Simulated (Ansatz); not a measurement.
# Hf2CO2 MXene monolayer in a perpendicular field, part 2 of 4

What dipole does a perpendicular field induce in the Hf2CO2 MXene monolayer, and does the gap follow? A positive field points along +c.

Ansatz 0.2.0; plane-wave DFT, r2SCAN-D4, Ansatz PAW (the session's first sound run).

So far. Step 2 (Relaxing the slab): The lattice constant a goes from 3.289 to 3.256 Å.

## Step 3: Atoms held, field 0

A sawtooth potential applies the field, turning back in the middle of the vacuum. With the dipole correction the typed value is the field outside the slab. The induced dipole is small, so the SCF threshold is tight.

The cell differs from the one that the last finished run ended in (c 40.953 → 22.593 Å).

Input file input.yaml:

```yaml
crystal:
  lattice:
    - [3.2558402619, 0.0, 0.0]
    - [-1.627920131, 2.8196403775, 0.0]
    - [0.0, 0.0, 22.5932085558]
  atoms:
    - { symbol: O, position: [0.3333333333, 0.6666666667, 0.3983497952] }
    - { symbol: Hf, position: [0.6666666667, 0.3333333333, 0.4391062963] }
    - { symbol: C, position: [0.0, 0.0, 0.5] }
    - { symbol: Hf, position: [0.3333333333, 0.6666666667, 0.5608937037] }
    - { symbol: O, position: [0.6666666667, 0.3333333333, 0.6016502048] }
kpoints:
  mp_grid: { grid: [18, 18, 1] }
  band_path:
    path: [[0, 0, 0], [0.5, 0, 0], [0.33333333, 0.33333333, 0], [0, 0, 0]]
    npoints: 16
hamiltonian:
  xc: r2scan
  dispersion: d4
scf:
  occupations: { method: fermi_dirac, width: 0.02585 }
  convergence: { dr2_threshold: 1.0e-10 }
efield:
  axis: 3
  dipole_correction: true
  ramp_position: 0.97
  ramp_width: 0.06
  amplitude: 0
output:
  dos: { projected: true, e_range: [-6, 5] }
  bader: true
  write_potential: true
  write_density: true
  volumetric_format: npy
  elf: true
```

Command:

```console
ansatz run input.yaml --threads 4 --pin off --max-ram 6144MiB --backend cpu --events-out ev --progress --plain --runs-dir out
```

The program printed:

```text
[...]
Crystal: 5 atoms, lattice volume = 207.412 Å³
Basis set: ecut = 500 eV, 5189 PW (Γ), exchange–correlation on 96×96×720 points (64 copies of the dense FFT grid, shifted against one another)
Bands: 41, of which v1, the nominal top of the filled ones, is band 34 counted from 1 (33 counted from 0)
Symmetry: 6 space group operations
k-points: 37 of 324 (time reversal used)
[...]
SCF iter   1: F=—  HF=-32862.370480 eV  |F-HF|=—  |Δ(HF+E_count)|=         —  Δρ=6.32e-3  dr2=7.36e-2  dr2_τ=3.52e-1  ethr=1.77e-3  p=0.000 e·Å  D=2.24e-13 V/Å  ΔV_dip=-0.00 eV  dr2_dipole=1.22e-13  V_vac-E_F(+/−)=5.09/5.09 eV  ⟨swp⟩=7.9  Hψ=6352  notcnv=0  defer=3
efield: sawtooth ramp at fractional position 0.9700 (set: `efield.ramp_position`, or a place that a band, a saddle search or an elastic batch's reference lends), width 0.0600; the density the first Hamiltonian is built on has a dipole p = 0.000 e·Å; the dipole correction subtracts the counter field D = 2.24e-13 V/Å, which shifts the + side's vacuum level by -0.00 eV against the − side's; the planar-averaged density in the ramp window peaks in size at 3.6e-6 e/Å³
[...]
SCF iter   2: F=—  HF=-32862.451172 eV  |F-HF|=—  |Δ(HF+E_count)|=   8.07e-2  Δρ=2.99e-3  dr2=1.30e-2  dr2_τ=2.24e-3  ethr=1.08e-4  p=0.000 e·Å  D=5.10e-7 V/Å  ΔV_dip=-0.00 eV  dr2_dipole=6.41e-10  V_vac-E_F(+/−)=4.89/4.89 eV  ⟨swp⟩=3.1  Hψ=3508  notcnv=0  defer=39
[...]
SCF iter  13: F=-32862.454154 eV  HF=-32862.454154 eV  |F-HF|=7.28e-12  |Δ(HF+E_count)|=  4.37e-11  Δρ=1.15e-7  dr2=2.26e-11  dr2_τ=3.42e-12  ethr=1.00e-12  p=-0.000 e·Å  D=-8.60e-8 V/Å  ΔV_dip=0.00 eV  dr2_dipole=1.94e-13  V_vac-E_F(+/−)=4.80/4.80 eV  ⟨swp⟩=12.1  Hψ=5227  notcnv=0
SCF 1 converged in 13 iterations: F = -32862.454154 eV  dr2 = 2.26e-11
[...]
NSCF: frozen V_eff on 49 k-points
efield: sawtooth ramp at fractional position 0.9700 (kept from the solve that this one continues, or follows in the run), width 0.0600; the density the first Hamiltonian is built on has a dipole p = -0.000 e·Å; the dipole correction subtracts the counter field D = -8.60e-8 V/Å, which shifts the + side's vacuum level by +0.00 eV against the − side's; the planar-averaged density in the ramp window peaks in size at 2.5e-6 e/Å³
[...]
SCF converged after 13 iterations
Free energy (F): -32862.454154 eV
[...]
Internal energy: -32862.454154 eV  (E = F + TS)
E sigma→0 (E₀):  -32862.454154 eV
Fermi energy:    1.837637 eV
Dipole field:    D = 0.000000 V/Å  (p = 0.000001 e·Å, saw-weighted, corrected)
Work function:   Φ+ = 4.8015 eV   Φ− = 4.8015 eV
Levels:          The Fermi level and band energies are counted from a zero that moves with the ramp; work functions are not
[...]
--- Band table (eV; the first three rows and the last of 37) ---
  k-point 0: bands = [... 30 lower, -3.3526, -0.2427, 1.2138, 1.2138, 3.7826, 3.7826, 4.1238, 5.4991, ... 3 higher]
  k-point 1: bands = [... 30 lower, -3.2944, -0.1676, 0.9234, 1.0898, 3.7938, 3.9408, 4.1623, 5.5179, ... 3 higher]
  k-point 2: bands = [... 30 lower, -3.1495, -0.0206, 0.2738, 0.8053, 3.5948, 4.3111, 4.4245, 5.6041, ... 3 higher]
  k-point 36: bands = [... 30 lower, -2.9590, -1.3902, -1.3745, -1.3745, 4.1059, 5.1432, 5.1432, 6.0855, ... 3 higher]
--- Bader charges: 5 sites ---
  site symbol  charge [e]  shift [e]
     0      O     -1.3367     0.0029
     1     Hf      2.4154     0.0032
     2      C     -2.1573     0.0005
     3     Hf      2.4154     0.0032
     4      O     -1.3368     0.0029
  estimated error of the sums over rays = 4.5e-4 e
```

Wall time 29 s (4 threads of Intel Xeon Platinum 8488C (Sapphire Rapids), shared host); peak memory 1.2 GiB; 1.9 min of CPU time.

Read from the output:

```
gap on the k-mesh                  : 1.271 eV
dipole along the normal            : 5.68e-7 e·Å
gap along the path                 : 1.271 eV
smallest direct gap along the path : 2.496 eV
ionisation energy, upper face      : 5.425 eV
electron affinity, upper face      : 4.154 eV
gap, the smaller of path and mesh  : 1.271 eV
```

Running mean over a fixed 2.6 Å (it still follows the layers) of the planar mean; the ramp of the sawtooth is left out. Table of electron's electrostatic potential energy less the Fermi level by z:

z (Å), electron's electrostatic potential energy less the Fermi level (eV) and a bar from the least value:
```
      3.0        4.8 ##############################
      3.5        4.8 ##############################
      4.0        4.8 ##############################
      4.5        4.8 ##############################
      5.0        4.8 ##############################
      5.5        4.8 ##############################
      6.0        4.8 ##############################
      6.5        4.8 ##############################
      7.0        4.6 ##############################
      7.5        3.3 ###########################
      8.0        0.5 #####################
      8.5       -3.0 ##############
      9.0       -6.3 ########
      9.5       -8.7 ###
     10.0      -10.1 
     10.5       -9.9 #
     11.0       -9.0 ##
     11.5       -9.0 ##
     12.0       -9.7 #
     12.5      -10.2 
     13.0       -9.0 ##
     13.5       -6.9 #######
     14.0       -3.6 #############
     14.5       -0.1 ####################
     15.0        2.9 ##########################
     15.5        4.4 #############################
     16.0        4.7 ##############################
     16.5        4.8 ##############################
     17.0        4.8 ##############################
     17.5        4.8 ##############################
     18.0        4.8 ##############################
     18.5        4.8 ##############################
     19.0        4.8 ##############################
     19.5        4.8 ##############################
```

The density of states has structure finer than the step of the table below, so its rows give means over 0.25 eV. Peaks (eV: height): -5.860: 11.0, -5.560: 8.62, -5.310: 13.8, -4.900: 23.1, -4.790: 12.9, -4.730: 12.7, -2.250: 9.38.

Density of states against energy, zero at the Fermi level of the run, which the smearing sets inside the gap; means over each step:

| energy (eV) | density of states (states/eV a cell) |
| --- | --- |
| -5.75 | 4.38 |
| -5.50 | 6.51 |
| -5.25 | 8.87 |
| -5.00 | 6.26 |
| -4.75 | 7.91 |
| -4.50 | 0 |
| -4.25 | 0 |
| -4.00 | 0.00951 |
| -3.75 | 1.40 |
| -3.50 | 2.25 |
| -3.25 | 2.91 |
| -3.00 | 1.74 |
| -2.75 | 1.87 |
| -2.50 | 2.49 |
| -2.25 | 4.02 |
| -2.00 | 3.52 |
| -1.75 | 2.11 |
| -1.50 | 0.726 |
| -1.25 | 0.449 |
| -1.00 | 0.348 |
| -0.75 | 0.224 |
| -0.50 | 7.5e-4 |
| -0.25 | 0 |
| 0.00 | 0 |
| 0.25 | 0 |
| 0.50 | 0 |
| 0.75 | 0.733 |
| 1.00 | 1.08 |
| 1.25 | 1.36 |
| 1.50 | 1.97 |
| 1.75 | 1.62 |
| 2.00 | 0.981 |
| 2.25 | 0.625 |
| 2.50 | 0.707 |

Projected DOS per atom over height of the atomic layer and energy from the Fermi level. Layers: O Hf C Hf O from below.

Values in states/eV, 22 rows by 5 columns, each cell a mean:
```
0.04 0.26 0.04 0.26 0.04
0.05 0.41 0.05 0.41 0.05
0.12 0.74 0.11 0.74 0.12
0.12 0.51 0.08 0.51 0.12
0.11 0.33 0.03 0.33 0.11
0.00 0.01 0.00 0.01 0.00
0.00 0.00 0.00 0.00 0.00
0.00 0.00 0.00 0.00 0.00
0.02 0.02 0.10 0.02 0.02
0.03 0.05 0.21 0.05 0.03
0.08 0.10 0.39 0.10 0.08
0.38 0.36 1.58 0.36 0.38
0.41 0.43 1.78 0.43 0.41
0.20 0.29 1.00 0.29 0.20
0.25 0.30 0.88 0.30 0.25
0.36 0.38 1.01 0.38 0.36
0.10 0.12 0.36 0.12 0.10
0.00 0.00 0.00 0.00 0.00
1.55 0.23 0.18 0.23 1.55
2.39 0.59 0.42 0.59 2.39
2.73 0.90 0.43 0.90 2.73
1.76 0.69 0.20 0.69 1.76
```
Columns: height of the atomic layer (Å) from 9 to 13.6 (not evenly spaced); rows upwards: energy from the Fermi level (eV) from -5.96 to 2.59.

Electronic bands along the path, in eV, zero at the Fermi level of the run, which the smearing sets inside the gap:

| point | band 31 | band 32 | band 33 | band 34 | band 35 | band 36 | band 37 | band 38 |
| --- | --- | --- | --- | --- | --- | --- | --- | --- |
| Γ | -5.19 | -2.08 | -0.62 | -0.62 | 1.94 | 1.94 | 2.29 | 3.66 |
| halfway | -4.82 | -3.18 | -1.88 | -1.70 | 1.16 | 3.28 | 3.40 | 4.12 |
| M | -4.67 | -3.87 | -2.24 | -1.85 | 0.65 | 3.30 | 4.43 | 4.57 |
| halfway | -4.68 | -3.68 | -2.79 | -2.49 | 1.57 | 3.44 | 3.73 | 4.27 |
| K | -4.80 | -3.23 | -3.21 | -3.21 | 2.27 | 3.31 | 3.31 | 4.25 |
| halfway | -4.90 | -3.18 | -2.40 | -1.96 | 1.64 | 2.85 | 3.82 | 3.88 |
| Γ | -5.19 | -2.08 | -0.62 | -0.62 | 1.94 | 1.94 | 2.29 | 3.66 |

ELF in the ca plane at fractional y = 0.333, with atoms of Hf and O within 0.2 Å of it. It is the smooth field of the valence electrons, not physical close to the nuclei.

Ten even steps from '0' (0.00) to '9' (0.83), each cell a mean:
```
00000000000000000011114653254212589852000000
00000000000000000000059997212126989974100000
00000000000000000000169998201137957985200000
00000000000000000000049996122125989974100000
00000000000000000012223542355212478752000000
00000000000000000135652114786222112210000000
00000000000000000146774226886333200000000000
00000000000000000135642113786211123310000000
```
Columns run along c (16.0 Å, from fractional 0.06 to 0.77 of the cell), rows up along a (3.3 Å). Atoms in or near the plane, at fractional coordinates: Hf at (0.44, 0.67), O at (0.60, 0.67).

Valence density in the ca plane at fractional y = 0.333, with atoms of Hf and O within 0.2 Å of it. It is the smooth field of the valence electrons, not physical close to the nuclei.

Ten steps, logarithmic in the rise over the least value, from '0' (0 e/Å³) to '9' (30 e/Å³), each cell a mean:
```
00000000000000000124542111111232100000000000
00000000000000000158874100012555200000000000
00000000000000000269985100013566300000000000
00000000000000000147874100012454200000000000
00000000000000000124432111111222100000000000
00000000000000001111111111122110000000000000
00000000000000001111111222232100000000000000
00000000000000000111111111122110000000000000
```
Columns run along c (16.0 Å, from fractional 0.12 to 0.82 of the cell), rows up along a (3.3 Å). Atoms in or near the plane, at fractional coordinates: Hf at (0.44, 0.67), O at (0.60, 0.67).

Electrostatic potential energy in the ca plane at fractional y = 0.333, with atoms of Hf and O within 0.2 Å of it. With pseudopotentials it is smooth inside the atoms' cores, unlike the true potential.

Ten even steps from '0' (-37 eV) to '9' (7 eV), each cell a mean:
```
99999999999999999753236888877778999999999999
99999999999999998620003789887202899999999999
99999999999999998510001689986000799999999999
99999999999999998620003789887313899999999999
99999999999999999863246888877778999999999999
99999999999999999887778888755689999999999999
99999999999999999988888887644678999999999999
99999999999999999887778888766789999999999999
```
Columns run along c (16.0 Å, from fractional 0.12 to 0.82 of the cell; values clipped at the 3rd and 97th percentile), rows up along a (3.3 Å). Atoms in or near the plane, at fractional coordinates: Hf at (0.44, 0.67), O at (0.60, 0.67).

The gap is 1.27 eV, with the valence edge 5.43 eV and the conduction edge 4.15 eV under the upper vacuum level. Spin-orbit coupling, left out in this run, matters for the bands of elements this heavy.

## Step 4: Atoms held, field 0.1 V/Å

input.yaml: that of step 3 with these lines changed.

```diff
@@ -27,6 +27,4 @@
   ramp_width: 0.06
-  amplitude: 0
+  amplitude: 0.1
 output:
-  dos: { projected: true, e_range: [-6, 5] }
-  bader: true
   write_potential: true
@@ -34,2 +32 @@
   volumetric_format: npy
-  elf: true
```

The program printed:

```text
[...]
Crystal: 5 atoms, lattice volume = 207.412 Å³
Basis set: ecut = 500 eV, 5189 PW (Γ), exchange–correlation on 96×96×720 points (64 copies of the dense FFT grid, shifted against one another)
Bands: 41, of which v1, the nominal top of the filled ones, is band 34 counted from 1 (33 counted from 0)
Symmetry: 6 space group operations
k-points: 37 of 324 (time reversal used)
[...]
k-point 0: bands = [... 30 lower, -3.3525, -0.2429, 1.2135, 1.2135, 3.7822, 3.7822, 4.1234, 5.4989, ... 3 higher]
  k-point 1: bands = [... 30 lower, -3.2944, -0.1678, 0.9231, 1.0895, 3.7934, 3.9404, 4.1619, 5.5177, ... 3 higher]
  k-point 2: bands = [... 30 lower, -3.1495, -0.0209, 0.2735, 0.8050, 3.5944, 4.3107, 4.4240, 5.5990, ... 3 higher]
  k-point 36: bands = [... 30 lower, -2.9493, -1.3905, -1.3821, -1.3671, 4.1055, 5.1241, 5.1617, 6.0853, ... 3 higher]
[key lines of the parts left out:]
SCF converged after 13 iterations
Free energy (F): -32862.455530 eV
Fermi energy:    1.837320 eV
Dipole field:    D = 0.024014 V/Å  (p = 0.027526 e·Å, saw-weighted, corrected)
```

It took 19 s on 4 threads; peak memory 1.2 GiB.

The dipole is 0.0275 e·Å, and the gap 1.271 eV.

## Step 5: Single point, field -0.1 V/Å

input.yaml: that of step 4 with these lines changed.

```diff
@@ -27,3 +27,3 @@
   ramp_width: 0.06
-  amplitude: 0.1
+  amplitude: -0.1
 output:
```

The program printed:

```text
[...]
Crystal: 5 atoms, lattice volume = 207.412 Å³
Basis set: ecut = 500 eV, 5189 PW (Γ), exchange–correlation on 96×96×720 points (64 copies of the dense FFT grid, shifted against one another)
Bands: 41, of which v1, the nominal top of the filled ones, is band 34 counted from 1 (33 counted from 0)
Symmetry: 6 space group operations
k-points: 37 of 324 (time reversal used)
[...]
k-point 0: bands = [... 30 lower, -3.3525, -0.2429, 1.2135, 1.2135, 3.7822, 3.7822, 4.1234, 5.4989, ... 3 higher]
  k-point 1: bands = [... 30 lower, -3.2944, -0.1678, 0.9231, 1.0895, 3.7934, 3.9404, 4.1619, 5.5177, ... 3 higher]
  k-point 2: bands = [... 30 lower, -3.1495, -0.0209, 0.2735, 0.8050, 3.5944, 4.3107, 4.4240, 5.5990, ... 3 higher]
  k-point 36: bands = [... 30 lower, -2.9493, -1.3905, -1.3821, -1.3671, 4.1055, 5.1241, 5.1617, 6.0853, ... 3 higher]
[key lines of the parts left out:]
SCF converged after 13 iterations
Free energy (F): -32862.455530 eV
Fermi energy:    1.837320 eV
Dipole field:    D = -0.024014 V/Å  (p = -0.027525 e·Å, saw-weighted, corrected)
```

Elapsed: 19 s, on 4 threads; peak memory 1.2 GiB; 75 s of CPU time.

The dipole is -0.0275 e·Å, and the gap 1.271 eV.

## Step 6: Single point, field 0.5 V/Å

input.yaml: that of step 5 with these lines changed.

```diff
@@ -27,3 +27,3 @@
   ramp_width: 0.06
-  amplitude: -0.1
+  amplitude: 0.5
 output:
```

The program printed:

```text
[...]
Crystal: 5 atoms, lattice volume = 207.412 Å³
Basis set: ecut = 500 eV, 5189 PW (Γ), exchange–correlation on 96×96×720 points (64 copies of the dense FFT grid, shifted against one another)
Bands: 41, of which v1, the nominal top of the filled ones, is band 34 counted from 1 (33 counted from 0)
Symmetry: 6 space group operations
k-points: 37 of 324 (time reversal used)
[...]
k-point 0: bands = [... 30 lower, -3.3510, -0.2492, 1.2065, 1.2065, 3.7735, 3.7735, 4.1131, 4.6918, ... 3 higher]
  k-point 1: bands = [... 30 lower, -3.2931, -0.1741, 0.9160, 1.0825, 3.7843, 3.9316, 4.1516, 4.7491, ... 3 higher]
  k-point 2: bands = [... 30 lower, -3.1485, -0.0273, 0.2667, 0.7980, 3.5857, 4.3016, 4.4098, 4.9167, ... 3 higher]
  k-point 36: bands = [... 30 lower, -2.9126, -1.4147, -1.3976, -1.3399, 4.0967, 5.0403, 5.2281, 6.0805, ... 3 higher]
[key lines of the parts left out:]
SCF converged after 14 iterations
Free energy (F): -32862.488572 eV
Fermi energy:    1.829608 eV
Dipole field:    D = 0.120147 V/Å  (p = 0.137717 e·Å, saw-weighted, corrected)
```

The job ended after 21 s (4 threads; peak memory 1.2 GiB).

The dipole is 0.138 e·Å, and the gap 1.269 eV.

## Step 7: Single point, field -0.3 V/Å

input.yaml: that of step 6 with these lines changed.

```diff
@@ -27,4 +27,6 @@
   ramp_width: 0.06
-  amplitude: 0.5
+  amplitude: -0.3
 output:
+  dos: { projected: true, e_range: [-6, 5] }
+  bader: true
   write_potential: true
@@ -32 +34,2 @@
   volumetric_format: npy
+  elf: true
```

The program printed:

```text
[...]
Crystal: 5 atoms, lattice volume = 207.412 Å³
Basis set: ecut = 500 eV, 5189 PW (Γ), exchange–correlation on 96×96×720 points (64 copies of the dense FFT grid, shifted against one another)
Bands: 41, of which v1, the nominal top of the filled ones, is band 34 counted from 1 (33 counted from 0)
Symmetry: 6 space group operations
k-points: 37 of 324 (time reversal used)
[...]
k-point 36: bands = [... 30 lower, -2.9304, -1.3979, -1.3928, -1.3530, 4.1026, 5.0837, 5.1963, 6.0837, ... 3 higher]
--- Bader charges: 5 sites ---
  site symbol  charge [e]  shift [e]
     0      O     -1.3286     0.0030
     1     Hf      2.4188     0.0032
     2      C     -2.1572     0.0005
     3     Hf      2.4118     0.0032
     4      O     -1.3448     0.0029
  estimated error of the sums over rays = 4.9e-4 e
[key lines of the parts left out:]
SCF converged after 14 iterations
Free energy (F): -32862.466542 eV
Fermi energy:    1.834766 eV
Dipole field:    D = -0.072057 V/Å  (p = -0.082594 e·Å, saw-weighted, corrected)
```

It took 30 s on 4 threads; peak memory 1.2 GiB.

The dipole is -0.0826 e·Å, and the gap 1.270 eV.

(Part 2 of 4 ends here.)

[Long decimals in the printed logs are rounded to 6 places.]

[Logs are printed without paths, hosts, clocks, repeated set-up lines and the standing remarks that a program may print on its own settings, such as how far it seeks lower states.]

[Hosts, paths, dates, database ids (printed as entryN), source tags and the programs' standing remarks are cut or masked in the printed files.]

[Maps of the electrostatic potential energy from Ansatz leave out the sawtooth potential of an applied field or a dipole correction, so their vacuum need not be flat; planar profiles and work functions include it.]

[The density of states shown here was stored with 400 of the rows of the run's finer table, so its peaks can read low, often by over a quarter, or be missed, and its means over a window can be off by a tenth or more.]
